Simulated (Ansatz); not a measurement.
# GaN (P6_3mc): the host for defect calculations, part 2 of 3

Before any defect goes in: GaN (P6_3mc) at rest, and how it screens a charge.

Ansatz 0.2.0; plane-wave PAW DFT, PBEsol; relaxation of the host's cell and atoms; PAW set soft_1 (the session's first sound run).

So far. Step 3 (Dielectric tensors of the host): The principal values of the electronic dielectric tensor are 5.83, 5.83 and 6.02. The principal values of the static dielectric tensor are 10.10, 10.10 and 11.18.

## Step 4: Defect free supercell relaxed in its symmetry

This cell, the one that will hold the defects, is built from the relaxed host. Its coarser k-points can move the atoms a little, so it is relaxed from the symmetric sites, as the reference for the test of stability.

This step: plane-wave PAW DFT, PBEsol; relaxation of the defect-free supercell in its symmetry; PAW set soft_1 (Ansatz 0.2.0).

System of this step: GaN (P6_3mc). The cell holds 72 atoms: 36 Ga and 36 N. Cell: a = 9.549 Å, b = 9.549 Å, c = 10.371 Å, α = 90.0°, β = 90.0°, γ = 120.0°.

pristine.symmetric/input.yaml reads:

```yaml
crystal:
  lattice:
    - [9.5485857167, 0.0, 0.0]
    - [-4.7742928584, 8.2693178009, 0.0]
    - [0.0, 0.0, 10.3709242658]
  atoms:
    - { symbol: Ga, position: [0.2222222222, 0.1111111111, 0.2495896211] }
    - { symbol: Ga, position: [0.1111111111, 0.2222222222, 0.4995896211] }
    - { symbol: "N", position: [0.2222222222, 0.1111111111, 0.4379103789] }
    - { symbol: "N", position: [0.1111111111, 0.2222222222, 0.1879103789] }
    - { symbol: Ga, position: [0.2222222222, 0.1111111111, 0.7495896211] }
    - { symbol: Ga, position: [0.1111111111, 0.2222222222, 0.9995896211] }
    - { symbol: "N", position: [0.2222222222, 0.1111111111, 0.9379103789] }
    - { symbol: "N", position: [0.1111111111, 0.2222222222, 0.6879103789] }
    - { symbol: Ga, position: [0.2222222222, 0.4444444444, 0.2495896211] }
    - { symbol: Ga, position: [0.1111111111, 0.5555555556, 0.4995896211] }
    - { symbol: "N", position: [0.2222222222, 0.4444444444, 0.4379103789] }
    - { symbol: "N", position: [0.1111111111, 0.5555555556, 0.1879103789] }
    - { symbol: Ga, position: [0.2222222222, 0.4444444444, 0.7495896211] }
    - { symbol: Ga, position: [0.1111111111, 0.5555555556, 0.9995896211] }
    - { symbol: "N", position: [0.2222222222, 0.4444444444, 0.9379103789] }
    - { symbol: "N", position: [0.1111111111, 0.5555555556, 0.6879103789] }
    - { symbol: Ga, position: [0.2222222222, 0.7777777778, 0.2495896211] }
    - { symbol: Ga, position: [0.1111111111, 0.8888888889, 0.4995896211] }
    - { symbol: "N", position: [0.2222222222, 0.7777777778, 0.4379103789] }
    - { symbol: "N", position: [0.1111111111, 0.8888888889, 0.1879103789] }
    - { symbol: Ga, position: [0.2222222222, 0.7777777778, 0.7495896211] }
    - { symbol: Ga, position: [0.1111111111, 0.8888888889, 0.9995896211] }
    - { symbol: "N", position: [0.2222222222, 0.7777777778, 0.9379103789] }
    - { symbol: "N", position: [0.1111111111, 0.8888888889, 0.6879103789] }
    - { symbol: Ga, position: [0.5555555556, 0.1111111111, 0.2495896211] }
    - { symbol: Ga, position: [0.4444444444, 0.2222222222, 0.4995896211] }
    - { symbol: "N", position: [0.5555555556, 0.1111111111, 0.4379103789] }
    - { symbol: "N", position: [0.4444444444, 0.2222222222, 0.1879103789] }
    - { symbol: Ga, position: [0.5555555556, 0.1111111111, 0.7495896211] }
    - { symbol: Ga, position: [0.4444444444, 0.2222222222, 0.9995896211] }
    - { symbol: "N", position: [0.5555555556, 0.1111111111, 0.9379103789] }
    - { symbol: "N", position: [0.4444444444, 0.2222222222, 0.6879103789] }
    - { symbol: Ga, position: [0.5555555556, 0.4444444444, 0.2495896211] }
    - { symbol: Ga, position: [0.4444444444, 0.5555555556, 0.4995896211] }
    - { symbol: "N", position: [0.5555555556, 0.4444444444, 0.4379103789] }
    - { symbol: "N", position: [0.4444444444, 0.5555555556, 0.1879103789] }
    - { symbol: Ga, position: [0.5555555556, 0.4444444444, 0.7495896211] }
    - { symbol: Ga, position: [0.4444444444, 0.5555555556, 0.9995896211] }
    - { symbol: "N", position: [0.5555555556, 0.4444444444, 0.9379103789] }
    - { symbol: "N", position: [0.4444444444, 0.5555555556, 0.6879103789] }
    - { symbol: Ga, position: [0.5555555556, 0.7777777778, 0.2495896211] }
    - { symbol: Ga, position: [0.4444444444, 0.8888888889, 0.4995896211] }
    - { symbol: "N", position: [0.5555555556, 0.7777777778, 0.4379103789] }
    - { symbol: "N", position: [0.4444444444, 0.8888888889, 0.1879103789] }
    - { symbol: Ga, position: [0.5555555556, 0.7777777778, 0.7495896211] }
    - { symbol: Ga, position: [0.4444444444, 0.8888888889, 0.9995896211] }
    - { symbol: "N", position: [0.5555555556, 0.7777777778, 0.9379103789] }
    - { symbol: "N", position: [0.4444444444, 0.8888888889, 0.6879103789] }
    - { symbol: Ga, position: [0.8888888889, 0.1111111111, 0.2495896211] }
    - { symbol: Ga, position: [0.7777777778, 0.2222222222, 0.4995896211] }
    - { symbol: "N", position: [0.8888888889, 0.1111111111, 0.4379103789] }
    - { symbol: "N", position: [0.7777777778, 0.2222222222, 0.1879103789] }
    - { symbol: Ga, position: [0.8888888889, 0.1111111111, 0.7495896211] }
    - { symbol: Ga, position: [0.7777777778, 0.2222222222, 0.9995896211] }
    - { symbol: "N", position: [0.8888888889, 0.1111111111, 0.9379103789] }
    - { symbol: "N", position: [0.7777777778, 0.2222222222, 0.6879103789] }
    - { symbol: Ga, position: [0.8888888889, 0.4444444444, 0.2495896211] }
    - { symbol: Ga, position: [0.7777777778, 0.5555555556, 0.4995896211] }
    - { symbol: "N", position: [0.8888888889, 0.4444444444, 0.4379103789] }
    - { symbol: "N", position: [0.7777777778, 0.5555555556, 0.1879103789] }
    - { symbol: Ga, position: [0.8888888889, 0.4444444444, 0.7495896211] }
    - { symbol: Ga, position: [0.7777777778, 0.5555555556, 0.9995896211] }
    - { symbol: "N", position: [0.8888888889, 0.4444444444, 0.9379103789] }
    - { symbol: "N", position: [0.7777777778, 0.5555555556, 0.6879103789] }
    - { symbol: Ga, position: [0.8888888889, 0.7777777778, 0.2495896211] }
    - { symbol: Ga, position: [0.7777777778, 0.8888888889, 0.4995896211] }
    - { symbol: "N", position: [0.8888888889, 0.7777777778, 0.4379103789] }
    - { symbol: "N", position: [0.7777777778, 0.8888888889, 0.1879103789] }
    - { symbol: Ga, position: [0.8888888889, 0.7777777778, 0.7495896211] }
    - { symbol: Ga, position: [0.7777777778, 0.8888888889, 0.9995896211] }
    - { symbol: "N", position: [0.8888888889, 0.7777777778, 0.9379103789] }
    - { symbol: "N", position: [0.7777777778, 0.8888888889, 0.6879103789] }
basis:
  ecutwfc: 420
  xc_grid: 2
hamiltonian:
  xc: pbesol
  pseudopotentials: { kind: paw, azcp: { folder: soft_1 }, xc_functional: pbe }
kpoints:
  mp_grid: { grid: [1, 1, 1] }
scf:
  occupations: { method: fermi_dirac, width: 0.01 }
  max_iter: 100
  lower_state_search: "off"
output:
  forces: true
relax:
  f_tol: 0.015
  max_steps: 60
  escape_saddle: false
checkpoint:
  write: "../pristine.symmetric.run"
  compress: false
  write_wavefunctions: false
  write_every: 100000
```

On the command line:

```console
ansatz run input.yaml --threads 32 --pin off --max-ram 84787MiB --backend cuda --events-out ev --progress --plain --runs-dir out --max-vram 78GiB
```

Numbers of over 12 decimals in the logs are rounded to 6 here.

What it wrote:

```text
[...]
device memory: the entry about to start is reckoned to put 3.3 GiB on a device that reports 174.3 GiB free (of which the cap on the GPU budget leaves the run 78.0 GiB)
GPU FFT provider: cuFFT
GPU libraries: cuBLAS 13.8.1, cuFFT 12.4.0, cuSOLVER 12.3.2
GPU matrix products: emulated (plane waves: as basis.precision tells), large ones in fixed point in workspaces of 1.00 GiB
Crystal: 72 atoms, lattice volume = 818.891 Å³
Basis set: ecut = 420 eV, 15995 PW (Γ), exchange–correlation on 128×128×144 points (8 copies of the dense FFT grid, shifted against one another)
Bands: 396, of which v1, the nominal top of the filled ones, is band 324 counted from 1 (323 counted from 0)
Symmetry: 216 space group operations
[...]
k-points: 1
[...]
GPU buffer pool allocated for 294912 grid points (all kernels)
GPU transforms: local potential and band sums: pruned to the plane-wave sphere, on 64×64×72
[...]
SCF iter   1: F=—  HF=-148439.882435 eV  |Δ(HF+E_count)|=         —  Δρ=1.07e-1  dr2=8.15e1  Hψ=1221
[...]
SCF iter   9: F=-148417.012370 eV  HF=-148417.012370 eV  |Δ(HF+E_count)|=   2.76e-6  Δρ=2.22e-6  dr2=3.93e-8  Hψ=1048
SCF 1 converged in 9 iterations: F = -148417.012370 eV  dr2 = 3.93e-8
[...]
relax step   1: F+E_penalty+E_count = -148417.01236979 eV  Δ(F+E_penalty+E_count) = +0.000e0 eV  max|allowed force component| = 1.398e-2 eV/Å  Δτ_max = 0.0000 Å  (9 SCF iters, dr2 threshold 5.63e-6 eV, accepted)
[...]
SCF iter   3: F=-148417.012370 eV  HF=-148417.012370 eV  |Δ(HF+E_count)|=   1.01e-8  Δρ=6.13e-7  dr2=2.63e-9  Hψ=1226
SCF 2 converged in 3 iterations: F = -148417.012370 eV  dr2 = 2.63e-9
relax step   2: F+E_penalty+E_count = -148417.01237002 eV  Δ(F+E_penalty+E_count) = -2.337e-7 eV  max|allowed force component| = 1.398e-2 eV/Å  Δτ_max = 0.0000 Å  (3 SCF iters, accepted)
SCF converged after 3 iterations
Free energy (F): -148417.012370 eV
[...]
Internal energy: -148417.012370 eV  (E = F + TS)
E sigma→0 (E₀):  -148417.012370 eV
Fermi energy:    10.619371 eV
[...]
--- Forces (eV/Å), atoms counted from 1 ---
  atom   1  Ga     0.00000000     0.00000000     0.01397972
  atom   2  Ga    -0.00000000     0.00000000     0.01397972
  atom   3  N     -0.00000000    -0.00000000    -0.01397598
  atom   4  N      0.00000000     0.00000000    -0.01397598
  atom   5  Ga     0.00000000    -0.00000000     0.01397972
  atom   6  Ga    -0.00000000     0.00000000     0.01397972
  [... 66 more lines of this table ...]
  max |Σ_I F_I| component: 1.35e-4 eV/Å
--- Relaxed structure (2 steps of the walk, 2 accepted, 0 SCFs on fresh bases) ---
  F+E_penalty+E_count = -148417.01237002 eV   max|allowed force component| = 1.398e-2 eV/Å
  atoms:
    - { symbol: Ga, position: [0.222222, 0.111111, 0.249590] }
    - { symbol: Ga, position: [0.111111, 0.222222, 0.499590] }
    - { symbol: N, position: [0.222222, 0.111111, 0.437910] }
    - { symbol: N, position: [0.111111, 0.222222, 0.187910] }
    - { symbol: Ga, position: [0.222222, 0.111111, 0.749590] }
    - { symbol: Ga, position: [0.111111, 0.222222, 0.999590] }
  [... 66 more lines of this table ...]
```

Run time: 1.8 s. Hardware: 1 × NVIDIA GB200 with 32 threads of Arm Neoverse V2, shared host; peak memory 1.1 GiB; 5 s of CPU time.

No atom moved by 0.005 Å in the relaxation.

## Step 5: Defect free supercell relaxed from displaced atoms

This step: plane-wave PAW DFT, PBEsol; relaxation of the defect-free supercell from random displacements, a test of the host's stability; PAW set soft_1 (Ansatz 0.2.0).

pristine.rattled/input.yaml, as its differences from pristine.symmetric/input.yaml of step 4:

```diff
@@ -94,6 +94,6 @@
   f_tol: 0.015
-  max_steps: 60
-  escape_saddle: false
+  max_steps: 120
+  random_displacement: { amplitude: 0.06, seed: 4191 }
 checkpoint:
-  write: "../pristine.symmetric.run"
+  write: "../pristine.rattled.run"
   compress: false
```

What it wrote:

```text
[...]
Crystal: 72 atoms, lattice volume = 818.891 Å³
Basis set: ecut = 420 eV, 15995 PW (Γ), exchange–correlation on 128×128×144 points (8 copies of the dense FFT grid, shifted against one another)
Bands: 396, of which v1, the nominal top of the filled ones, is band 324 counted from 1 (323 counted from 0)
Symmetry: 1 space group operations
k-points: 1
[...]
SCF iter   1: F=—  HF=-148437.682870 eV  |Δ(HF+E_count)|=         —  Δρ=1.08e-1  dr2=8.25e1  Hψ=1221
[...]
SCF iter   2: F=—  HF=-148416.984350 eV  |Δ(HF+E_count)|=    2.07e1  Δρ=4.72e-2  dr2=9.96e0  Hψ=783
[...]
SCF iter   9: F=-148414.601083 eV  HF=-148414.601084 eV  |Δ(HF+E_count)|=   1.78e-5  Δρ=1.67e-5  dr2=2.15e-6  Hψ=1350
SCF 1 converged in 9 iterations: F = -148414.601083 eV  dr2 = 2.15e-6
[...]
relax step   1: F+E_penalty+E_count = -148414.60108262 eV  Δ(F+E_penalty+E_count) = +0.000e0 eV  max|allowed force component| = 1.801e0 eV/Å  Δτ_max = 0.0000 Å  (9 SCF iters, dr2 threshold 5.63e-6 eV, accepted)
[...]
relax step   2: F+E_penalty+E_count = -148416.39055441 eV  Δ(F+E_penalty+E_count) = -1.789e0 eV  max|allowed force component| = 9.309e-1 eV/Å  Δτ_max = 0.0606 Å  (6 SCF iters, dr2 threshold 1.00e-4 eV, accepted)
relax step   3: F+E_penalty+E_count = -148417.01257975 eV  Δ(F+E_penalty+E_count) = -6.220e-1 eV  max|allowed force component| = 1.534e-2 eV/Å  Δτ_max = 0.0532 Å  (6 SCF iters, dr2 threshold 5.42e-5 eV, accepted)
relax step   4: F+E_penalty+E_count = -148417.01258375 eV  Δ(F+E_penalty+E_count) = -3.997e-6 eV  max|allowed force component| = 1.565e-2 eV/Å  Δτ_max = 0.0000 Å  (4 SCF iters, accepted)
[...]
SCF iter   1: F=—  HF=-148417.010165 eV  |Δ(HF+E_count)|=         —  Δρ=1.48e-4  dr2=6.15e-5  Hψ=790
[...]
SCF iter   5: F=-148417.012673 eV  HF=-148417.012673 eV  |Δ(HF+E_count)|=   7.83e-9  Δρ=1.43e-6  dr2=1.91e-8  Hψ=1186
SCF 5 converged in 5 iterations: F = -148417.012673 eV  dr2 = 1.91e-8
[...]
relax step   5: F+E_penalty+E_count = -148417.01267332 eV  Δ(F+E_penalty+E_count) = -8.957e-5 eV  max|allowed force component| = 2.254e-4 eV/Å  Δτ_max = 0.0013 Å  (5 SCF iters, accepted)
SCF converged after 5 iterations
Free energy (F): -148417.012673 eV
[...]
Internal energy: -148417.012673 eV  (E = F + TS)
E sigma→0 (E₀):  -148417.012673 eV
Fermi energy:    10.619875 eV
[...]
--- Forces (eV/Å), atoms counted from 1 ---
  atom   1  Ga    -0.00002586    -0.00014109     0.00000598
  atom   2  Ga    -0.00006236     0.00022406     0.00001831
  atom   3  N     -0.00005171     0.00000539     0.00006639
  atom   4  N      0.00006497     0.00002381    -0.00002934
  atom   5  Ga     0.00002273    -0.00005192    -0.00012826
  atom   6  Ga    -0.00011384     0.00008938    -0.00013878
  [... 66 more lines of this table ...]
  max |Σ_I F_I| component: 9.85e-5 eV/Å
--- Relaxed structure (5 steps of the walk, 5 accepted, 0 SCFs on fresh bases) ---
  F+E_penalty+E_count = -148417.01267332 eV   max|allowed force component| = 2.254e-4 eV/Å
  atoms:
    - { symbol: Ga, position: [0.222018, 0.111238, 0.249742] }
    - { symbol: Ga, position: [0.110907, 0.222346, 0.499742] }
    - { symbol: N, position: [0.222018, 0.111236, 0.437946] }
    - { symbol: N, position: [0.110907, 0.222348, 0.187947] }
    - { symbol: Ga, position: [0.222017, 0.111237, 0.749743] }
    - { symbol: Ga, position: [0.110907, 0.222349, 0.999743] }
  [... 66 more lines of this table ...]
```

It took 3 s on 1 × NVIDIA GB200 with 32 threads; peak memory 1.2 GiB; 12 s of CPU time.

Step by step:

```csv
step,energy less that of the first step (eV),largest force component (eV/Å)
1,0.0000,1.8009
2,-1.7895,0.9309
3,-2.4115,0.0153
4,-2.4115,0.0156
5,-2.4116,0.0002
```

The relaxation ends 33 meV an atom lower than the displaced start, with a largest force component of 2.2e-4 eV/Å.

## Step 6: Host on a dense mesh

This step: plane-wave PAW DFT, PBEsol; single point of the defect-free host, a test of the k-point sampling; PAW set soft_1 (Ansatz 0.2.0).

System of this step: GaN (P6_3mc). The structure is hexagonal, space group P6_3mc (No. 186). The conventional cell has a = 3.183 Å, b = 3.183 Å, c = 5.185 Å, α = 90.00°, β = 90.00°, γ = 120.00°. Nearest to Ga lie 4 N at 1.95 Å. N has 4 Ga at 1.95 Å nearest. Farther neighbours and most contacts between anions are not listed.

dense/input.yaml reads:

```yaml
crystal:
  lattice:
    - [3.1828619056, 0.0, 0.0]
    - [-1.5914309528, 2.756439267, 0.0]
    - [0.0, 0.0, 5.1854621329]
  atoms:
    - { symbol: Ga, position: [0.6666666667, 0.3333333333, 0.4991792422] }
    - { symbol: Ga, position: [0.3333333333, 0.6666666667, 0.9991792422] }
    - { symbol: "N", position: [0.6666666667, 0.3333333333, 0.8758207578] }
    - { symbol: "N", position: [0.3333333333, 0.6666666667, 0.3758207578] }
basis:
  ecutwfc: 420
  xc_grid: 2
hamiltonian:
  xc: pbesol
  pseudopotentials: { kind: paw, azcp: { folder: soft_1 }, xc_functional: pbe }
kpoints:
  mp_grid: { grid: [10, 10, 6] }
scf:
  occupations: { method: fermi_dirac, width: 0.01 }
  max_iter: 100
  lower_state_search: "off"
checkpoint:
  write: "../dense.run"
  compress: false
  write_wavefunctions: false
  write_every: 100000
```

What it wrote:

```text
[...]
GPU FFT provider: cuFFT
GPU libraries: cuBLAS 13.8.1, cuFFT 12.4.0, cuSOLVER 12.3.2
[...]
Crystal: 4 atoms, lattice volume = 45.494 Å³
Basis set: ecut = 420 eV, 893 PW (Γ), exchange–correlation on 48×48×72 points (8 copies of the dense FFT grid, shifted against one another)
Bands: 22, of which v1, the nominal top of the filled ones, is band 18 counted from 1 (17 counted from 0)
Symmetry: 12 space group operations
[...]
k-points: 56 of 600 (time reversal used)
[...]
GPU buffer pool allocated for 20736 grid points (all kernels)
[...]
SCF iter   1: F=—  HF=-8246.859912 eV  |Δ(HF+E_count)|=         —  Δρ=1.04e-1  dr2=4.20e0  Hψ=4966
[...]
SCF iter   9: F=-8245.700525 eV  HF=-8245.700525 eV  |Δ(HF+E_count)|=   1.40e-7  Δρ=2.11e-6  dr2=1.86e-9  Hψ=2812
SCF 1 converged in 9 iterations: F = -8245.700525 eV  dr2 = 1.86e-9
[...]
SCF converged after 9 iterations
Free energy (F): -8245.700525 eV
[...]
Internal energy: -8245.700525 eV  (E = F + TS)
E sigma→0 (E₀):  -8245.700525 eV
Fermi energy:    10.550312 eV
[...]
```

Wall time 1.1 s (1 × NVIDIA GB200 with 32 threads); peak memory 1 GiB; 2.8 s of CPU time.

## Step 7: Defect free supercell at the zone centre

The supercell is run at the zone centre, to see how far that sampling misses the dense mesh.

System of this step: GaN (P6_3mc). The cell holds 72 atoms: 36 Ga and 36 N. Cell: a = 9.549 Å, b = 9.549 Å, c = 10.371 Å, α = 90.0°, β = 90.0°, γ = 120.0°.

pristine.sampling_gamma/input.yaml, as its differences from pristine.rattled/input.yaml of step 5:

```diff
@@ -90,10 +90,4 @@
   lower_state_search: "off"
-output:
-  forces: true
-relax:
-  f_tol: 0.015
-  max_steps: 120
-  random_displacement: { amplitude: 0.06, seed: 4191 }
 checkpoint:
-  write: "../pristine.rattled.run"
+  write: "../pristine.sampling_gamma.run"
   compress: false
```

What it wrote:

```text
[...]
GPU FFT provider: cuFFT
GPU libraries: cuBLAS 13.8.1, cuFFT 12.4.0, cuSOLVER 12.3.2
[...]
Crystal: 72 atoms, lattice volume = 818.891 Å³
Basis set: ecut = 420 eV, 15995 PW (Γ), exchange–correlation on 128×128×144 points (8 copies of the dense FFT grid, shifted against one another)
Bands: 396, of which v1, the nominal top of the filled ones, is band 324 counted from 1 (323 counted from 0)
Symmetry: 216 space group operations
[...]
k-points: 1
[...]
GPU buffer pool allocated for 294912 grid points (all kernels)
[...]
SCF iter   1: F=—  HF=-148439.882435 eV  |Δ(HF+E_count)|=         —  Δρ=1.07e-1  dr2=8.15e1  Hψ=1221
[...]
SCF iter   5: F=—  HF=-148416.998609 eV  |Δ(HF+E_count)|=   2.32e-2  Δρ=2.66e-3  dr2=3.38e-2  Hψ=655
automatic band count: iteration 5 solves 375 bands in place of 396: the levels show a gap, and the empty bands left out lie too high to hold charge; the band table lists the bands solved (type scf.n_extra_bands for more)
SCF iter   6: F=—  HF=-148417.011987 eV  |Δ(HF+E_count)|=   1.34e-2  Δρ=8.45e-4  dr2=4.02e-3  Hψ=656
[...]
SCF iter  10: F=-148417.012370 eV  HF=-148417.012370 eV  |Δ(HF+E_count)|=   1.66e-8  Δρ=4.57e-7  dr2=1.32e-9  Hψ=1024
SCF 1 converged in 10 iterations: F = -148417.012370 eV  dr2 = 1.32e-9
[...]
SCF converged after 10 iterations
Free energy (F): -148417.012370 eV
[...]
Internal energy: -148417.012370 eV  (E = F + TS)
E sigma→0 (E₀):  -148417.012370 eV
Fermi energy:    10.619377 eV
[...]
```

Elapsed: 1.4 s, on 1 × NVIDIA GB200 with 32 threads; peak memory 1.1 GiB.

(Part 2 of 3 ends here.)

[Logs are printed without paths, hosts, clocks, repeated set-up lines and the standing remarks that a program may print on its own settings, such as how far it seeks lower states.]

[Hosts, paths, dates, database ids (printed as entryN), source tags and the programs' standing remarks are cut or masked in the printed files.]

[Runs of the host that timed out are not shown.]

[For some hosts the program warned that the k-mesh of the response run may be too coarse for force constants and the static dielectric constant; such warnings are not always shown.]

[The program warned that the k-mesh of a response run behind this text may be too coarse: force constants, and the static dielectric constant and all else formed from them, are not shown converged.]
